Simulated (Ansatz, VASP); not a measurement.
**La: VASP beside Ansatz**

Contents of INCAR:

```
PREC = Accurate
ENCUT = 520
EDIFF = 1E-6
ISMEAR = 0
SIGMA = 0.05
LREAL = False
LASPH = True
NELM = 80
ALGO = Normal
ISIF = 2
LWAVE = False
LCHARG = False
METAGGA = R2SCAN
LMIXTAU = True
NBANDS = 12
```

KPOINTS

```
regular mesh
0
Gamma
  14 14 14
```

The input POSCAR:

```
La
1.0
   -2.1224783329      2.1224783329      2.1224783329
    2.1224783329     -2.1224783329      2.1224783329
    2.1224783329      2.1224783329     -2.1224783329
La
1
Direct
    0.0000000000      0.0000000000      0.0000000000
```

Input for Ansatz:

```yaml
crystal:
  lattice:
    - [-2.1224783329, 2.1224783329, 2.1224783329]
    - [2.1224783329, -2.1224783329, 2.1224783329]
    - [2.1224783329, 2.1224783329, -2.1224783329]
  atoms:
    - { symbol: La, position: [0.0, 0.0, 0.0] }
basis:
  ecutwfc: 500
  ecutrho_ratio: 4
kpoints:
  mp_grid: { grid: [14, 14, 14] }
hamiltonian:
  xc: r2scan
scf:
  occupations: { method: gaussian, width: 0.05 }
output:
  forces: true
  stress: true
  eigenvalues: true
```

Alike in both runs: task single point; functional r2SCAN; k mesh 14 × 14 × 14; occupations gaussian, width 0.05 eV; no spin polarisation.

|  | VASP | Ansatz |
| --- | --- | --- |
| version | VASP 6.6.1 | Ansatz 0.2.0 |
| potentials or method | VASP PAW PBE potentials, release 64 (La) | scalar-relativistic, plane waves, PAW |
| plane-wave cutoff (eV) | 520 | 500 |
| valence electrons in the cell | 11 | 11 |

```csv
,VASP,Ansatz,Ansatz less VASP
gap on the k mesh at the Fermi level (eV),none,none,-
pressure (GPa),0.0,0.0,-0.03
```

A gap of «none» marks a metal or a gap that the smearing closes.

Caveats: the PAW data sets were made with another functional, which shifts forces and pressure a little (VASP). Spin-orbit coupling is left out, which matters for the levels of La.
